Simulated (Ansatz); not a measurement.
Ge:

```
Ge
1.0
     1.48805   -2.59469    0.00000
     1.48805    2.59469    0.00000
     0.00000    0.00000    4.72760
Ge
2
Direct
  0.33345 0.66655 0.25000
  0.66655 0.33345 0.75000
```

This isn't the form of Ge at room conditions, which is diamond.

- Program: Ansatz 0.2.0
- Task: relaxation of cell and atoms
- Functional: PBE0
- Potentials or basis: Ansatz PAW
- Cutoff: 420 eV (not typed: the program's choice for these potentials)
- k mesh: 5 × 5 × 3
- Occupations: fermi-dirac, width 0.05 eV
- Spin: no spin polarisation

At the start: volume 18.25 Å³/atom.

Problem. How do energy, volume and symmetry change on relaxing?

Solution. It ends after 21 steps and the volume is 18.53 Å³/atom (+1.5 %); space group Cmmm (No. 65, to 0.05 Å).

The path:
| step | energy change (eV) | largest force (eV/Å) | volume (Å³) |
| --- | --- | --- | --- |
| 1 | 0.0000 | 0.0908 | 36.51 |
| 2 | -0.0212 | 0.0547 | 37.56 |
| 3 | -0.0346 | 0.0535 | 37.33 |
| 4 | -0.0383 | 0.1480 | 37.32 |
| 5 | -0.0483 | 0.1863 | 37.40 |
| 6 | -0.0717 | 0.0011 | 37.86 |
| 7 | -0.0782 | 0.0233 | 37.80 |
| 8 | -0.0790 | 0.0207 | 37.71 |
| 9 | -0.0828 | 0.1059 | 37.62 |
| 10 | -0.1075 | 0.0928 | 37.52 |
| 11 | -0.1483 | 0.1136 | 37.78 |
| 12 | -0.2714 | 0.1214 | 37.56 |
| 13 | -0.3779 | 0.0166 | 36.97 |
| 14 | -0.4230 | 0.1400 | 36.80 |
| 15 | -0.4610 | 0.0377 | 37.14 |
| 16 | -0.4627 | 0.0111 | 36.84 |
| 17 | -0.4631 | 0.0039 | 36.98 |
| 18 | -0.4632 | 0.0009 | 37.02 |
| 19 | -0.4644 | 0.0009 | 37.02 |
| 20 | -0.4644 | 0.0001 | 37.06 |
| 21 | -0.4644 | 0.0001 | 37.06 |

Final structure:
```
Ge
1.0
     1.32671   -2.66783    0.00000
     1.32671    2.66783    0.00000
     0.00000    0.00000    5.23515
Ge
2
Direct
  0.50002 0.49998 0.25000
  0.49998 0.50002 0.75000
```

Caveat: the k mesh is coarse (spacing up to 0.49 Å⁻¹), so the values aren't converged, least of all with exact exchange; the plane-wave basis is chosen anew once the cell has moved, so the energies of steps on either side of that aren't comparable; the PAW data sets come from PBE, with cores solved anew for the run's functional, which leaves a small shift of forces and pressure.
